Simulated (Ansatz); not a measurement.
# MgTe, a database entry at a rescaled volume

```
CELL_PARAMETERS angstrom
4.59660 0.00000 0.00000
-2.29830 3.98078 0.00000
0.00000 0.00000 7.48719
ATOMIC_POSITIONS crystal
Mg 0.33330 0.66670 0.00000
Mg 0.66660 0.33330 0.50000
Te 0.33330 0.66670 0.37000
Te 0.66660 0.33330 0.87000
```

Level: r2SCAN, no spin polarisation; 500 eV; 7×7×4 Γ-centred mesh; gaussian occupations (width 0.0157 eV); Ansatz 0.2.0, fixed geometry.

Q: Is it stable against the elements?

A: -1.06 eV an atom against the elements' usual phases (free molecules for gases, crystals otherwise, with no correction for O₂ or N₂), so it is bound against them; other compounds may still compete. Relaxing would lower it.

Q: Is the cell too large or too small?

A: The pressure is -0.4 GPa (compression positive), so with the atoms held at these fractions the cell is close to zero pressure.

Q: What is the band gap?

A: The gap is 3.07 eV, direct at the points sampled.

Q: What do density and ELF say about some of the short contacts?

A: Mg–Te at 2.77 Å: least valence density 0.19 e/Å³ and ELF 0.10 there, a closed-shell (ionic or weak) contact. These are pseudo-fields; inside the PAW spheres they differ from the all-electron ones.

Q: Where is the largest force?

A: The largest is on Te3 (and as large on other atoms): 0.20 eV/Å, components (0.00, 0.00, 0.20). It makes 180° with the line to a nearest neighbour, Mg1 at 2.77 Å, pointing away from it.

Origin: a database entry at a rescaled volume. Caveats: no spin-orbit coupling, which can shift this gap by tenths of an eV.
